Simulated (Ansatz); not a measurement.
# NbN (rocksalt type): the cost of one run

Computed with Ansatz 0.2.0 (DFT, PBE, all-electron LAPW, scalar-relativistic, unless a step's input says otherwise).

**1. The system as given**

It takes space group Fm-3m (No. 225, cubic). The conventional cell has a = 4.072 Å, b = 4.072 Å, c = 4.072 Å, α = 90.00°, β = 90.00°, γ = 90.00°. Nb (site symmetry m-3m) has 6 N at 2.04 Å as nearest neighbours. Around N (site symmetry m-3m) lie 6 Nb at 2.04 Å.

As a file:

```cif
data_structure
_symmetry_space_group_name_H-M 'P 1'
_symmetry_Int_Tables_number 1
_cell_length_a 2.8792
_cell_length_b 2.8792
_cell_length_c 2.8792
_cell_angle_alpha 60.000
_cell_angle_beta 60.000
_cell_angle_gamma 60.000
_cell_volume 16.88
loop_
_atom_site_label
_atom_site_type_symbol
_atom_site_fract_x
_atom_site_fract_y
_atom_site_fract_z
_atom_site_occupancy
Nb1 Nb 0.00000 0.00000 0.00000 1
N1 N 0.50000 0.50000 0.50000 1
```

Atoms are numbered in the order of the input: Nb1, N2.

**2. Rocksalt relaxed under pressure, LAPW**

input.yaml reads:

```yaml
crystal:
  lattice:
    - [0.0, 2.0359163851, 2.0359163851]
    - [2.0359163851, 0.0, 2.0359163851]
    - [2.0359163851, 2.0359163851, 0.0]
  atoms:
    - { symbol: Nb, position: [0.0, 0.0, 0.0] }
    - { symbol: "N", position: [0.5, 0.5, 0.5] }
kpoints:
  mp_grid: { grid: [17, 17, 17] }
scf:
  occupations: { method: fermi_dirac, width: 0.1 }
hamiltonian:
  xc: pbe
  pseudopotentials: { kind: all_electron, lapw: { basis_error: 0.0005 } }
output:
  forces: true
  stress: true
  eigenvalues: true
relax:
  f_tol: 0.005
  max_steps: 12
  cell: { p_target: 130.0, stress_tol: 0.065 }
```

Command:

```console
$ ansatz run input.yaml --threads 1 --pin off --max-ram 3584MiB --backend cpu --events-out ev --progress --plain --runs-dir out
```

**Question.** How long does this run take on 1 thread of Arm Neoverse V2, shared host, and how much memory does it need?

About 54 s, with a peak of 0.64 GiB.
